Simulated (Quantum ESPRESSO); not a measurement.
# CdTe (F-43m) in Quantum ESPRESSO: reference runs

Aim: a first look at CdTe with PBE, on the cell as given and on a disturbed one.

Everything below comes from runs of Quantum ESPRESSO 7.5. Logs are shortened: lines on timing, memory, paths and dates and some standing lists are left out, and cuts for length are marked.

**What was measured.**

A printed reference work, data compilation reports, for a bulk crystal of CdTe at 0 K: band gap 1.607 eV.

How close the calculation comes is told below.

## (1) The structure

Symmetry: F-43m, No. 216, cubic system. The conventional cell has a = 6.410 Å, b = 6.410 Å, c = 6.410 Å, α = 90.00°, β = 90.00°, γ = 90.00°. Te (site symmetry -43m) is surrounded by 4 Cd at 2.78 Å. Cd (site symmetry -43m) is surrounded by 4 Te at 2.78 Å.

## (2) Single point, PBE

Input file pw.in:

```
&CONTROL
  calculation = 'scf'
  prefix = 'pwscf'
  outdir = './tmp'
  pseudo_dir = './pseudo'
  tprnfor = .true.
  tstress = .true.
  disk_io = 'low'
/
&SYSTEM
  ibrav = 0
  nat = 2
  ntyp = 2
  ecutwfc = 60
  ecutrho = 480
  nbnd = 15
  occupations = 'smearing'
  smearing = 'fd'
  degauss = 0.00367493
/
&ELECTRONS
  conv_thr = 4d-10
  electron_maxstep = 120
  mixing_beta = 0.5
/
ATOMIC_SPECIES
Te   127.6000 Te_pbe_v1.uspp.F.UPF
Cd   112.4140 Cd.pbe-dn-rrkjus_psl.0.3.1.UPF
CELL_PARAMETERS angstrom
   0.0000000000    3.2050000000    3.2050000000
   3.2050000000    0.0000000000    3.2050000000
   3.2050000000    3.2050000000    0.0000000000
ATOMIC_POSITIONS crystal
Te     0.7500000000    0.7500000000    0.7500000000
Cd     0.0000000000    0.0000000000    0.0000000000
K_POINTS automatic
7 7 7 0 0 0
```

Input file pp_density.in:

```
&INPUTPP
  prefix = 'pwscf'
  outdir = './tmp'
  filplot = 'density.dat'
  plot_num = 0
/
&PLOT
  nfile = 1
  filepp(1) = 'density.dat'
  iflag = 3
  output_format = 6
  fileout = 'density.cube'
/
```

Input file pp_potential.in:

```
&INPUTPP
  prefix = 'pwscf'
  outdir = './tmp'
  filplot = 'potential.dat'
  plot_num = 11
/
&PLOT
  nfile = 1
  filepp(1) = 'potential.dat'
  iflag = 3
  output_format = 6
  fileout = 'potential.cube'
/
```

Potentials or basis: SSSP 1.3 efficiency PBE.

Launch:

```
$ OMP_NUM_THREADS=1 pw.x -in pw.in > pw.out
$ OMP_NUM_THREADS=1 pp.x -in pp_density.in > pp_density.out
$ OMP_NUM_THREADS=1 pp.x -in pp_potential.in > pp_potential.out
```

pw.out:

```text
This program is part of the open-source Quantum ESPRESSO suite
     for quantum simulation of materials; please cite
         "P. Giannozzi et al., J. Phys.:Condens. Matter 21 395502 (2009);
         "P. Giannozzi et al., J. Phys.:Condens. Matter 29 465901 (2017);
         "P. Giannozzi et al., J. Chem. Phys. 152 154105 (2020);
     in publications or presentations arising from this work. More details at

     file Cd.pbe-dn-rrkjus_psl.0.3.1.UPF: wavefunction(s)  4D renormalized
     Message from routine setup:
     using ibrav=0 with symmetry is DISCOURAGED, use correct ibrav instead

     Subspace diagonalization in iterative solution of the eigenvalue problem:
     a serial algorithm will be used

     G-vector sticks info
     --------------------
     sticks:   dense  smooth     PW     G-vecs:    dense   smooth      PW
     Sum        2419    1213    361                79063    27941    4477

     Using Slab Decomposition

     bravais-lattice index     =            0
     lattice parameter (alat)  =       8.5653  a.u.
     unit-cell volume          =     444.3352 (a.u.)^3
     number of atoms/cell      =            2
     number of atomic types    =            2
     number of electrons       =        18.00
     number of Kohn-Sham states=           15
     kinetic-energy cutoff     =      60.0000  Ry
     charge density cutoff     =     480.0000  Ry
     scf convergence threshold =      4.0E-10
     mixing beta               =       0.5000
     number of iterations used =            8  plain     mixing
     Exchange-correlation= PBE
                           (   1   4   3   4   0   0   0)

     celldm(1)=   8.565287  celldm(2)=   0.000000  celldm(3)=   0.000000
     celldm(4)=   0.000000  celldm(5)=   0.000000  celldm(6)=   0.000000

     crystal axes: (cart. coord. in units of alat)
               a(1) = (   0.000000   0.707107   0.707107 )
               a(2) = (   0.707107   0.000000   0.707107 )
               a(3) = (   0.707107   0.707107   0.000000 )

     reciprocal axes: (cart. coord. in units 2 pi/alat)
               b(1) = ( -0.707107  0.707107  0.707107 )
               b(2) = (  0.707107 -0.707107  0.707107 )
               b(3) = (  0.707107  0.707107 -0.707107 )

     PseudoPot. # 1 for Te read from file:
     Te_pbe_v1.uspp.F.UPF
     Pseudo is Ultrasoft + core correction, Zval =  6.0
     Generated by new atomic code, or converted to UPF format
     Using radial grid of  891 points,  5 beta functions with:
                l(1) =   0
                l(2) =   0
                l(3) =   1
                l(4) =   1
                l(5) =   2
     Q(r) pseudized with  6 coefficients,  rinner =    1.800   1.800   1.800
                                                       1.800   1.800

     PseudoPot. # 2 for Cd read from file:
     Cd.pbe-dn-rrkjus_psl.0.3.1.UPF
     Pseudo is Ultrasoft + core correction, Zval = 12.0
     Generated using "atomic" code by A. Dal Corso  v.5.0.99 svn rev. 10869
     Using radial grid of 1239 points,  6 beta functions with:
                l(1) =   0
                l(2) =   0
                l(3) =   1
                l(4) =   1
                l(5) =   2
                l(6) =   2
     Q(r) pseudized with 0 coefficients

     atomic species   valence    mass     pseudopotential
     Te                6.00   127.60000     Te( 1.00)
     Cd               12.00   112.41400     Cd( 1.00)

     24 Sym. Ops. (no inversion) found

   Cartesian axes

     site n.     atom                  positions (alat units)
         1        Te     tau(   1) = (   1.0606602   1.0606602   1.0606602  )
         2        Cd     tau(   2) = (   0.0000000   0.0000000   0.0000000  )

     number of k points=    20  Fermi-Dirac smearing, width (Ry)=  0.0037
                       cart. coord. in units 2pi/alat
        k(    1) = (   0.0000000   0.0000000   0.0000000), wk =   0.0058309
        k(    2) = (   0.1010153   0.1010153  -0.1010153), wk =   0.0466472
        k(    3) = (   0.2020305   0.2020305  -0.2020305), wk =   0.0466472
        k(    4) = (   0.3030458   0.3030458  -0.3030458), wk =   0.0466472
        k(    5) = (   0.2020305   0.0000000   0.0000000), wk =   0.0349854
        k(    6) = (   0.3030458   0.1010153  -0.1010153), wk =   0.1399417
        k(    7) = (   0.4040610   0.2020305  -0.2020305), wk =   0.1399417
        k(    8) = (  -0.2020305  -0.4040610   0.4040610), wk =   0.1399417
        k(    9) = (  -0.1010153  -0.3030458   0.3030458), wk =   0.1399417
        k(   10) = (  -0.0000000  -0.2020305   0.2020305), wk =   0.0699708
        k(   11) = (   0.4040610   0.0000000   0.0000000), wk =   0.0349854
        k(   12) = (   0.5050763   0.1010153  -0.1010153), wk =   0.1399417
        k(   13) = (  -0.1010153  -0.5050763   0.5050763), wk =   0.1399417
        k(   14) = (   0.0000000  -0.4040610   0.4040610), wk =   0.0699708
        k(   15) = (   0.6060915   0.0000000   0.0000000), wk =   0.0349854
        k(   16) = (   0.0000000  -0.6060915   0.6060915), wk =   0.0699708
        k(   17) = (   0.4040610   0.2020305   0.0000000), wk =   0.1399417
        k(   18) = (  -0.2020305  -0.4040610   0.6060915), wk =   0.2798834
        k(   19) = (  -0.1010153  -0.5050763   0.7071068), wk =   0.1399417
        k(   20) = (   0.0000000  -0.4040610   0.6060915), wk =   0.1399417

     Dense  grid:    79063 G-vectors     FFT dimensions: (  60,  60,  60)

     Smooth grid:    27941 G-vectors     FFT dimensions: (  45,  45,  45)

     Initial potential from superposition of free atoms

     starting charge      17.9949, renormalised to      18.0000
     Starting wfcs are   13 randomized atomic wfcs +    2 random wfcs

     Self-consistent Calculation

     iteration #  1     ecut=    60.00 Ry     beta= 0.50
     Davidson diagonalization with overlap
     ethr =  1.00E-02,  avg # of iterations =  5.3

     Threshold (ethr) on eigenvalues was too large:
     Diagonalizing with lowered threshold

     Davidson diagonalization with overlap
     ethr =  2.42E-04,  avg # of iterations =  4.0

     total energy              =    -148.79562413 Ry
     estimated scf accuracy    <       0.04713818 Ry

     iteration #  2     ecut=    60.00 Ry     beta= 0.50
     Davidson diagonalization with overlap
     ethr =  2.62E-04,  avg # of iterations =  2.0

     total energy              =    -148.80617609 Ry
     estimated scf accuracy    <       0.00566194 Ry

     iteration #  3     ecut=    60.00 Ry     beta= 0.50
     Davidson diagonalization with overlap
     ethr =  3.15E-05,  avg # of iterations =  4.5

     total energy              =    -148.80707716 Ry
     estimated scf accuracy    <       0.00065743 Ry

     iteration #  4     ecut=    60.00 Ry     beta= 0.50
     Davidson diagonalization with overlap
     ethr =  3.65E-06,  avg # of iterations =  5.0

     total energy              =    -148.80718333 Ry
     estimated scf accuracy    <       0.00007078 Ry

     iteration #  5     ecut=    60.00 Ry     beta= 0.50
     Davidson diagonalization with overlap
     ethr =  3.93E-07,  avg # of iterations =  2.2

     total energy              =    -148.80720460 Ry
     estimated scf accuracy    <       0.00000497 Ry

     iteration #  6     ecut=    60.00 Ry     beta= 0.50
     Davidson diagonalization with overlap
     ethr =  2.76E-08,  avg # of iterations =  3.0

     total energy              =    -148.80720699 Ry
     estimated scf accuracy    <       0.00000092 Ry

     iteration #  7     ecut=    60.00 Ry     beta= 0.50
     Davidson diagonalization with overlap
     ethr =  5.12E-09,  avg # of iterations =  2.4

     total energy              =    -148.80720738 Ry
     estimated scf accuracy    <       0.00000002 Ry

     iteration #  8     ecut=    60.00 Ry     beta= 0.50
     Davidson diagonalization with overlap
     ethr =  9.52E-11,  avg # of iterations =  4.9

     total energy              =    -148.80720744 Ry
     estimated scf accuracy    <       0.00000002 Ry

     iteration #  9     ecut=    60.00 Ry     beta= 0.50
     Davidson diagonalization with overlap
     ethr =  9.41E-11,  avg # of iterations =  2.0

     End of self-consistent calculation

          k = 0.0000 0.0000 0.0000 (  3479 PWs)   bands (ev):

    -5.9800  -2.9065  -2.9065  -2.9065  -2.6151  -2.6151   5.4067   5.4067
     5.4067   6.2745   9.9362   9.9362   9.9362  13.1504  14.8641

          k = 0.1010 0.1010-0.1010 (  3518 PWs)   bands (ev):

    -5.8980  -2.8904  -2.8904  -2.8448  -2.6158  -2.6158   3.9287   5.2173
     5.2173   7.2364  10.0145  10.2239  10.2239  14.0447  14.0465

          k = 0.2020 0.2020-0.2020 (  3482 PWs)   bands (ev):

    -5.7117  -2.8582  -2.8582  -2.6292  -2.6122  -2.6122   2.1769   4.8561
     4.8561   7.4065  10.5734  10.5734  11.2179  13.7805  14.0714

          k = 0.3030 0.3030-0.3030 (  3486 PWs)   bands (ev):

    -5.5631  -2.8380  -2.8380  -2.6027  -2.6027  -2.3085   0.9602   4.6089
     4.6089   7.2538  10.5596  10.5596  12.4840  13.9664  15.3934

          k = 0.2020 0.0000 0.0000 (  3499 PWs)   bands (ev):

    -5.8708  -2.8745  -2.8745  -2.8464  -2.6241  -2.6071   3.9274   4.8970
     4.8970   7.7611   9.2010  10.7136  10.7136  12.8883  14.5581

          k = 0.3030 0.1010-0.1010 (  3497 PWs)   bands (ev):

    -5.7197  -2.8504  -2.8394  -2.7082  -2.6050  -2.6000   2.6120   4.4848
     4.4974   8.2117   9.3705  11.0768  11.2905  13.0194  14.9792

          k = 0.4041 0.2020-0.2020 (  3508 PWs)   bands (ev):

    -5.5598  -2.8293  -2.8156  -2.6372  -2.5955  -2.3519   1.3197   4.0043
     4.2987   8.1035  10.0399  11.2662  11.6178  14.2450  15.2207

          k =-0.2020-0.4041 0.4041 (  3488 PWs)   bands (ev):

    -5.5114  -2.8219  -2.8152  -2.6149  -2.6043  -2.1993   0.8975   3.7188
     4.4007   8.0630  10.1815  11.0195  12.6493  14.4084  15.1398

          k =-0.1010-0.3030 0.3030 (  3483 PWs)   bands (ev):

    -5.6086  -2.8373  -2.8295  -2.6208  -2.6175  -2.4533   1.6984   3.7896
     4.7509   8.1547  10.4358  10.8042  11.3361  13.5671  14.7821

          k =-0.0000-0.2020 0.2020 (  3495 PWs)   bands (ev):

    -5.7813  -2.8721  -2.8566  -2.7428  -2.6240  -2.6026   2.9985   4.3543
     5.1368   7.9541   9.9426  10.3958  10.8980  13.2326  14.2436

          k = 0.4041 0.0000 0.0000 (  3495 PWs)   bands (ev):

    -5.6252  -2.7972  -2.7972  -2.7259  -2.5890  -2.5379   2.2936   4.0391
     4.0391   8.2182   8.6935  12.3965  12.3965  12.4223  15.5634

          k = 0.5051 0.1010-0.1010 (  3481 PWs)   bands (ev):

    -5.5020  -2.7833  -2.7662  -2.6942  -2.5844  -2.3077   1.4846   3.4544
     3.8014   8.2606   9.0153  11.9540  12.7790  14.4580  16.2551

          k =-0.1010-0.5051 0.5051 (  3481 PWs)   bands (ev):

    -5.4438  -2.7911  -2.7650  -2.6550  -2.5966  -2.0879   1.0402   2.8416
     3.9054   8.3541  10.2272  12.0816  12.3659  13.9356  15.3188

          k = 0.0000-0.4041 0.4041 (  3476 PWs)   bands (ev):

    -5.4902  -2.8048  -2.7943  -2.6267  -2.6161  -2.1980   1.2839   2.8289
     4.3010   8.5842  10.6205  11.6672  11.6898  13.8655  14.1789

          k = 0.6061 0.0000 0.0000 (  3475 PWs)   bands (ev):

    -5.4341  -2.7351  -2.7291  -2.7291  -2.5746  -2.1792   1.1143   3.4907
     3.4907   7.8951   8.1749  14.0061  14.3000  14.3000  16.1892

          k = 0.0000-0.6061 0.6061 (  3464 PWs)   bands (ev):

    -5.4090  -2.7579  -2.7283  -2.6968  -2.5805  -2.0623   0.9616   3.0389
     3.5319   8.0605   8.7782  13.5010  13.8959  14.4235  16.0493

          k = 0.4041 0.2020 0.0000 (  3491 PWs)   bands (ev):

    -5.5827  -2.8178  -2.8059  -2.6669  -2.5974  -2.4381   1.8646   3.5236
     4.3070   8.8083   9.4111  10.7528  12.2296  13.4481  16.0242

          k =-0.2020-0.4041 0.6061 (  3489 PWs)   bands (ev):

    -5.4757  -2.8004  -2.7860  -2.6423  -2.6022  -2.1646   1.1394   3.0813
     3.9605   8.9161   9.9492  11.0473  12.6988  13.7858  15.6027

          k =-0.1010-0.5051 0.7071 (  3467 PWs)   bands (ev):

    -5.4298  -2.7614  -2.7587  -2.6780  -2.5889  -2.1008   1.1071   3.1050
     3.3864   8.8545   8.9859  11.8210  13.5285  14.5623  16.3947

          k = 0.0000-0.4041 0.6061 (  3485 PWs)   bands (ev):

    -5.4190  -2.7767  -2.7592  -2.6494  -2.6060  -2.0235   1.0520   2.7338
     3.4617   9.0988  10.2328  11.3731  12.1584  14.4612  15.7698

     the Fermi energy is     5.8713 ev

!    total energy              =    -148.80720746 Ry
     estimated scf accuracy    <          2.4E-11 Ry
     smearing contrib. (-TS)   =      -0.00000013 Ry
     internal energy E=F+TS    =    -148.80720732 Ry

     The total energy is F=E-TS. E is the sum of the following terms:
     one-electron contribution =     -54.85725892 Ry
     hartree contribution      =      41.10888932 Ry
     xc contribution           =     -57.39494490 Ry
     ewald contribution        =     -77.66389282 Ry

     convergence has been achieved in   9 iterations

     Forces acting on atoms (cartesian axes, Ry/au):

     atom    1 type  1   force =     0.00000000    0.00000000    0.00000000
     atom    2 type  2   force =     0.00000000    0.00000000    0.00000000

     Total force =     0.000000     Total SCF correction =     0.000000

     Computing stress (Cartesian axis) and pressure

          total   stress  (Ry/bohr**3)                   (kbar)     P=       43.95
   0.00029879   0.00000000  -0.00000000           43.95        0.00       -0.00
   0.00000000   0.00029879  -0.00000000            0.00       43.95       -0.00
  -0.00000000  -0.00000000   0.00029879           -0.00       -0.00       43.95

=------------------------------------------------------------------------------=
   JOB DONE.
=------------------------------------------------------------------------------=
```

Run time: 48 s. Hardware: 1 thread of Intel Xeon Platinum 8259CL at 2.50GHz (Skylake/Cascade Lake), shared host; peak memory 0.35 GiB.

What came out:

| Quantity | Value |
| --- | --- |
| Free energy | -2024.6252 eV |
| Pressure | 4.4 GPa |
| Band gap on the k mesh | 0.87 eV, direct |

Caveat: spin-orbit coupling is left out, which moves the levels of the heavy elements.

## (3) Single point, PBE (atoms moved at random, drawn with an rms of 0.05 Å)

pw.in, as its differences from that of step 2:

```diff
@@ -7,3 +7,3 @@
   tstress = .true.
-  disk_io = 'low'
+  disk_io = 'nowf'
 /
@@ -33,4 +33,4 @@
 ATOMIC_POSITIONS crystal
-Te     0.7500000000    0.7500000000    0.7500000000
-Cd     0.0000000000    0.0000000000    0.0000000000
+Te     0.7430070000    0.7410670000    0.7510590000
+Cd     0.0049460000    0.0017800000   -0.0076110000
 K_POINTS automatic
```

Potentials or basis: SSSP 1.3 efficiency PBE.

Launch:

```
$ OMP_NUM_THREADS=1 pw.x -in pw.in > pw.out
```

It took 3.7 min on 1 thread of Intel Xeon Platinum 8259CL at 2.50GHz (Skylake/Cascade Lake), shared host; peak memory 0.46 GiB.

Results (log left out):

```
Free energy            : -2024.6104 eV
Pressure               : 4.5 GPa
Largest force          : 0.400 eV/Å
Band gap on the k mesh : 0.82 eV, direct
```

Forces in eV/Å, atoms in the order of the input:
```
Te   0.022  0.049  0.396
Cd  -0.022 -0.049 -0.396
```

Stress tensor (GPa, compression positive):
```
 4.54 -1.45 -0.19
-1.45  4.54 -0.10
-0.19 -0.10  4.42
```

Levels at points of the mesh, in eV from the valence-band top:
```tsv
k point	band 6	band 7	band 8	band 9	band 10	band 11	band 12	band 13
(0.00, 0.00, 0.00)	-8.08	-0.12	-0.05	0.00	0.82	4.44	4.48	4.54
```

Caveat: spin-orbit coupling is left out, which moves the levels of the heavy elements.

## (4) Comparison with measurements

Step 2. A measured gap of CdTe is 1.607 eV (0 K; a printed reference work, data compilation); the calculated 0.87 eV misses it by -0.74 eV. Spin-orbit coupling on Cd, Te is left out. The value is that of PBE, without temperature or zero-point motion. Semilocal functionals fall short of measured gaps as a rule.
